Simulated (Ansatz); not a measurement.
Al2Ru, 3 atoms in the cell. It takes space group I4/mmm (No. 139, tetragonal). The conventional cell has a = 3.121 Å, b = 3.121 Å, c = 8.444 Å, α = 90.00°, β = 90.00°, γ = 90.00°. Around Ru (site symmetry 4/mmm) lie 10 Al at 2.58 to 2.88 Å. Al (site symmetry 4mm) has 5 Ru at 2.58 to 2.88 Å and 5 Al at 2.69 Å as nearest neighbours. The cell comes from a database or a generator and needn't be the stable form of this composition.

* Program: Ansatz 0.2.0
* Task: band structure
* Functional: PBEsol
* Potentials or basis: all-electron LAPW, relativistic spinors
* Cutoff: 223 eV (chosen from the basis error)
* Basis error allowed: 0.002 eV/atom
* k mesh: 9 × 9 × 9
* Occupations: fermi-dirac, width 0.05 eV
* Spin: spin-orbit coupling, no magnetisation

Potentials or basis: all-electron LAPW, relativistic spinors.

The run is started by

```console
$ ansatz run input.yaml --threads 2 --pin off --max-ram 8192MiB --backend cpu --events-out ev --progress --plain --runs-dir out
```

Hardware: 2 threads of Arm Neoverse V2 (shared host).

Q: Estimate the wall time of this run.

A: Wall time 2 min on 2 threads of Arm Neoverse V2, on a shared host, peak memory 0.74 GiB. Counts: scf iterations 10, plane waves 311, k points 75, bands 58.
